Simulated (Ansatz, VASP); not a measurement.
# AlN in VASP and in Ansatz

```xyz
4
Lattice="3.0887 0.0000 0.0000 -1.5444 2.6749 0.0000 0.0000 0.0000 4.9438" Properties=species:S:1:pos:R:3 pbc="T T T"
Al   -0.0172    1.7317    0.0075
Al    1.5616    0.9432    2.4794
N     0.0153    1.8293    1.8958
N     1.5290    0.8456    4.3677
```

Change from the starting cell: mode 4 frozen in at -0.017 Å and mode 5 at -0.052 Å (largest displacements).

Alike in both runs: task single point; functional LDA; k mesh 9 × 9 × 6; occupations gaussian, width 0.05 eV; no spin polarisation.

|  | VASP | Ansatz |
| --- | --- | --- |
| version | VASP 6.6.1 | Ansatz 0.2.0 |
| potentials or method | VASP PAW LDA potentials, release 64 (Al, N) | scalar-relativistic, plane waves, PAW |
| plane-wave cutoff (eV) | 520 | 520 |
| valence electrons in the cell | 16 | 16 |

```tsv
	VASP	Ansatz	Ansatz less VASP
gap on the k mesh at the Fermi level (eV)	4.39	4.38	-0.005
least direct gap on the mesh (eV)	4.39	4.38	-0.005
pressure (GPa)	0.5	-0.1	-0.62
largest component of the traceless stress (GPa)	0.14	0.15	+0.003
rms of the force components (eV/Å)	0.137	0.138	+0.0002
```

Atom by atom the forces differ by 0.001 eV/Å (rms over components).

Caveats: an odd mesh through Γ misses points on the zone boundary, where band edges often lie.
